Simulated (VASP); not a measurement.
Here is a VASP 6.6.1 calculation.

INCAR

```
PREC = Accurate
ENCUT = 600
EDIFF = 1E-6
ISMEAR = 0
SIGMA = 0.1
LREAL = F
LASPH = T
NELM = 100
ALGO = Normal
ISIF = 3
LWAVE = F
LCHARG = F
GGA = PE
IBRION = 2
NSW = 100
EDIFFG = -0.005
```

KPOINTS

```
regular mesh
0
Gamma
  12 12 12
```

POSCAR

```
InAs
1.0
    0.0000000000      3.0180000000      3.0180000000
    3.0180000000      0.0000000000      3.0180000000
    3.0180000000      3.0180000000      0.0000000000
In As
1 1
Direct
    0.0000000000      0.0000000000      0.0000000000
    0.2500000000      0.2500000000      0.2500000000
```

Potentials or basis: VASP PAW PBE potentials, release 64 (In_d, As).

Launch:

```console
$ cat potpaw_PBE.64/In_d/POTCAR potpaw_PBE.64/As/POTCAR > POTCAR
$ mpirun -np 1 vasp_std > vasp.out
```

Problem. Estimate the space group after relaxing (to 0.05 Å).

Solution. F-43m (No. 216).

Problem. Predict the relaxed volume.

Solution. 29.62 Å³/atom.

Problem. What does it give for the relaxed cell?

Solution. a = 4.376 Å, b = 4.376 Å, c = 4.376 Å, α = 60.00°, β = 60.00°, γ = 60.00°.

Problem. What does it give for the band gap on the k mesh?

Solution. None (metal or under the smearing width).

The path:
```tsv
step	energy change (eV)	largest force (eV/Å)	pressure (GPa)	volume (Å³)
1	0.0000	0.0000	4.37	54.98
2	-0.0454	0.0000	-1.45	61.16
3	-0.0542	0.0000	0.03	59.24
4	-0.0541	0.0000	-0.06	59.33
5	-0.0542	0.0000	0.02	59.24
```

Caveat: this crystal is a semiconductor, whose small gap the functional closes, so the metal is an error of the method. PBE usually gives volumes a little too large and moduli too small.
